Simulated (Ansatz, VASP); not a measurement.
Cr: VASP beside Ansatz

Contents of INCAR:

```
SYSTEM = Cr
ALGO = Fast
EDIFF = 1E-7
ENCUT = 520
GGA = PE
ISIF = 2
ISMEAR = 0
LASPH = .TRUE.
LCHARG = .FALSE.
LREAL = .FALSE.
LWAVE = .FALSE.
NBANDS = 12
NELM = 100
PREC = Accurate
SIGMA = 0.15
```

Contents of KPOINTS:

```
k-points
0
G
  22 22 22
  0 0 0
```

The input POSCAR:

```
Cr
1.0
    0.0000000000      1.9872000000      1.8400000000
    1.9872000000      0.0000000000      1.8400000000
    1.9872000000      1.9872000000      0.0000000000
Cr
1
Direct
    0.0000000000      0.0000000000      0.0000000000
```

Input for Ansatz:

```yaml
crystal:
  lattice:
    - [0.0, 1.9872, 1.84]
    - [1.9872, 0.0, 1.84]
    - [1.9872, 1.9872, 0.0]
  atoms:
    - { symbol: Cr, position: [0.0, 0.0, 0.0] }
basis:
  ecutwfc: 420
kpoints:
  mp_grid: { grid: [22, 22, 22] }
hamiltonian:
  xc: pbe
scf:
  occupations: { method: gaussian, width: 0.15 }
output:
  forces: true
  stress: true
  eigenvalues: true
```

Change from the starting cell: strain +0.080 along x and y, +0.000 along z, atoms carried along.

Alike in both runs: task single point; functional PBE; k mesh 22 × 22 × 22; occupations gaussian, width 0.15 eV; no spin polarisation.

|  | VASP | Ansatz |
| --- | --- | --- |
| version | VASP 6.6.1 | Ansatz 0.2.0 |
| potentials or method | VASP PAW PBE potentials, release 64 (Cr_pv) | scalar-relativistic, plane waves, PAW |
| plane-wave cutoff (eV) | 520 | 420 |
| valence electrons in the cell | 12 | 14 |

Ansatz gave:

```
gap on the k mesh at the Fermi level (eV)       : none
pressure (GPa)                                  : -31.7
largest component of the traceless stress (GPa) : 9.37
```

Problem. Which values does VASP return?

Solution. gap on the k mesh at the Fermi level (eV): none; pressure (GPa): -31.8; largest component of the traceless stress (GPa): 9.25.

A gap of «none» marks a metal or a gap that the smearing closes. The two sets of potentials don't hold the same shells in valence.

Caveats: the cell as given lies far from equilibrium; so large a pressure means that the cell lies far from this level's equilibrium, or that cutoff or potentials fall short (VASP); the run has no spin polarisation, though such a crystal can be magnetic. Spin polarisation is off, so any magnetic state and its effect on volume and gap are missing.
